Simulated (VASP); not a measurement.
Set up this calculation in VASP 6.6.1, as the native input.

```yaml
Task: single point
Functional: PBEsol
Potentials_or_basis: VASP PAW PBE potentials, release 64 (Mn_pv, S)
Cutoff: 520 eV
k_mesh: 5 × 5 × 4
Occupations: gaussian, width 0.05 eV
Spin: collinear spin, antiferromagnetic start
Starting_moments: "[4.0, -4.0, 0.0, 0.0] μB"
Hubbard_terms: Mn d U = 2 eV
Further_INCAR_settings: ALGO = Fast; EDIFF = 1e-06; NBANDS = 31
```

The structure of MnS lies in POSCAR:

```
MnS
1.0
    4.3056791600      0.0000000000      0.0000000000
    0.0000000000      4.3056791600      0.0000000000
    0.0000000000      0.0000000000      5.3605806400
Mn S
2 2
Direct
    0.0000000000      0.5000000000      0.0000000000
    0.5000000000      0.0000000000      0.5000000000
    0.0000000000      0.0000000000      0.2500000000
    0.0000000000      0.0000000000      0.7500000000
```

Measurements of this composition are mostly on another form, of space group No. 225.

One way to write it, as run:

INCAR

```
PREC = Accurate ; ENCUT = 520
EDIFF = 1E-6 ; ISMEAR = 0
SIGMA = 0.05 ; LREAL = False
LASPH = True ; NELM = 120
ALGO = Fast ; ISIF = 2
LWAVE = False ; LCHARG = True
ISPIN = 2 ; MAGMOM = 4 -4 0 0
LORBIT = 11 ; LMAXMIX = 4
LDAU = True ; LDAUTYPE = 2
LDAUL = 2 -1 ; LDAUU = 2 0
LDAUJ = 0 0 ; LDAUPRINT = 1
GGA = PS ; LELF = True
LVHAR = True ; NBANDS = 31
```

KPOINTS

```
regular mesh
0
Gamma
  5 5 4
```

Potentials or basis: VASP PAW PBE potentials, release 64 (Mn_pv, S).

The run is started by

```sh
$ cat potpaw_PBE.64/Mn_pv/POTCAR potpaw_PBE.64/S/POTCAR > POTCAR
$ mpirun -np 1 vasp_std > vasp.out
```

Results of the run:

- Pressure: -3.7 GPa
- Band gap on the k mesh: none (metal or under the smearing width)
- Net moment: 0.00 μB per cell
- Site moments: Mn +4.31, -4.31; S +0.00 μB
- Valence electrons inside the program's atomic spheres: Mn 11.30; S 3.66

Caveat: the PAW data sets were made with another functional, which shifts forces and pressure a little.

It took 62 s on 1 thread of AMD EPYC 9R45 96-Core Processor (Zen 5), with other jobs on the host, peak memory 0.24 GiB.
